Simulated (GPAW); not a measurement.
Runs of GPAW 26.7.0 on MgS (Niningerite). It takes space group Fm-3m (No. 225, cubic). The conventional cell has a = 5.203 Å, b = 5.203 Å, c = 5.203 Å, α = 90.00°, β = 90.00°, γ = 90.00°. S (site symmetry m-3m) is surrounded by 6 Mg at 2.60 Å. Around Mg (site symmetry m-3m) lie 6 S at 2.60 Å. 

| task | level | potentials or basis | smearing | band path | band points | gap on the mesh (eV) | pressure (GPa) |
| --- | --- | --- | --- | --- | --- | --- | --- |
| band structure | RPBE+D3(BJ) | the program's PAW data sets (release 1.2.1) made for this functional, pw | gaussian 0.1 eV | GXWKGLUWLK,UX | 100 | 3.07 | -13.4 |
| band structure | revPBE | the program's PAW data sets (release 1.2.1) made for this functional, pw | fermi-dirac 0.05 eV | GXWKGLUWLK,UX | 100 | (b) | 2.8 |
| single point | RPBE | the program's PAW data sets (release 1.2.1) made for this functional, pw | gaussian 0.1 eV | - | - | 3.07 | 3.2 |
| band structure | PBEsol+D3(BJ) | PAW data sets generated in the run's folder for this functional, pw | gaussian 0.1 eV | GXWKGLUWLK,UX | 80 | 2.84 | -3.7 |
| single point | PBEsol | PAW data sets generated in the run's folder for this functional, pw | gaussian 0.02 eV | - | - | 2.84 | (a) |

Alike in all rows: no spin polarisation; cell as given; k mesh 9 × 9 × 9; cutoff (eV) 800.

Question: Estimate the missing entries.

Answer: (a) -0.9; (b) 3.05.

Caveats: the mesh misses the band edges, which the band path finds closer together (some runs); an odd mesh through Γ misses points on the zone boundary, where band edges often lie (some runs).

Runs at the PBE level aren't shown here.
